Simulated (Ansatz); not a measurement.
Task: a ranking of polymorphs by energy of 2 structures of Fe, with Ansatz's Python interface. Give the script and its output. Use (first run): r2SCAN, PAW, cutoff 600 eV, 8×8×6 k-points, Fermi-Dirac smearing of 0.05 eV, collinear spin.

`polymorphs_fe.py`
```python
import ansatz as az
import numpy as np
import spglib

CUTOFF = 600
K_SPACING = 0.33
SMEARING = "fermi_dirac"
SIGMA = 0.05


def run_phase(name, crystal):
    calc = (
        crystal.calculation()
        .functional(az.Functional.R2SCAN)
        .basis(CUTOFF)
        .kpoints(spacing=K_SPACING)
        .occupations(SMEARING, width=SIGMA)
        .spin("collinear")
        .stress()
        .band_table()
    )
    calc = calc.relax(force_tolerance=0.01, fix_cell=["shape"])
    return calc.run()


def pressure_gpa(outcome):
    return float(np.trace(outcome.report["stress_gpa"]) / 3)


def space_group(outcome):
    sites = outcome.report["lattice"]["sites"]
    kinds = sorted({site["symbol"] for site in sites})
    cell = (outcome.lattice.cell_ang, [site["position_frac"] for site in sites], [kinds.index(site["symbol"]) for site in sites])
    return spglib.get_spacegroup(cell, symprec=0.01)

phases = {}
fmmm = (
    az.Lattice.of((1.70008, -1.72624, 0.0), (1.70008, 1.72624, 0.0), (0.0, 0.0, 3.7097))
    .atom("Fe", (0.5, 0.5, 0.5))
    .atom("Fe", (0.0, 0.0, 0.0))
    .moments(Fe=3.5)
)
phases["Fmmm"] = fmmm
fmmmb = (
    az.Lattice.from_parameters(2.762606, 2.471226, 2.452687, alpha=68.25693, beta=56.18982, gamma=55.55325)
    .atom("Fe", (0.0, 0.0, 0.0))
    .moments(Fe=3.5)
)
phases["Fmmmb"] = fmmmb

done = {}
for name, crystal in phases.items():
    try:
        done[name] = run_phase(name, crystal)
    except az.NonConvergedError as error:
        print(name, "did not converge:", str(error)[:120])

energy = {name: o.report["energy_sigma0_ev"] / len(o.lattice.sites) for name, o in done.items()}
lowest = min(energy.values())
rows = [(name, len(o.lattice.sites), 1000 * (energy[name] - lowest), pressure_gpa(o), space_group(o), abs(o.report["magnetization_mub"]) / len(o.lattice.sites)) for name, o in done.items()]
rows.sort(key=lambda row: row[2])
print("     phase       atoms  dE (meV/atom)     P (GPa)  space group  M (muB/atom)")
for row in rows:
    print(f"{str(row[0]):>10}  {row[1]:10d}  {row[2]:13.1f}  {row[3]:10.2f}  {str(row[4]):>11}  {row[5]:12.2f}")
print("lowest in energy:", rows[0][0])
```

```console
$ python polymorphs_fe.py
     phase       atoms  dE (meV/atom)     P (GPa)  space group  M (muB/atom)
     Fmmmb           1            0.0        0.01    Fmmm (69)          2.71
      Fmmm           2           69.3        0.04    Fmmm (69)          2.74
lowest in energy: Fmmmb
```

By space group at the end of each run: I4/mmm (+0 meV an atom, 11.9 Å³) and Fmmm (+69 meV an atom, 12.0 Å³).

Notes:
- Other magnetic orders than the one started from may lie lower.
- For the metals among these phases the mesh is modest: differences between phases can be off by up to 40 meV an atom.
- Atoms and volume are relaxed with the cell's shape held, which in cells of lower than cubic symmetry can hide stresses and shift volumes.
- Pressure is positive in compression.
- r2SCAN tends to overestimate the moments of itinerant magnets.
- The cells come from databases of deposited and of computed structures, and not all need be stable phases.
- The ranking holds among these structures alone, at zero temperature; the ground state may be another structure. Magnetic phases start from parallel moments and may not end in their lowest magnetic state. Differences under about 40 meV an atom lie within the error of mesh and functional.
- Hardware and time: 2.8 min on 1 thread of Arm Neoverse V2 (shared host), peak memory 0.57 GiB.

(Lines on the test bed's own set-up are left out of the output.)
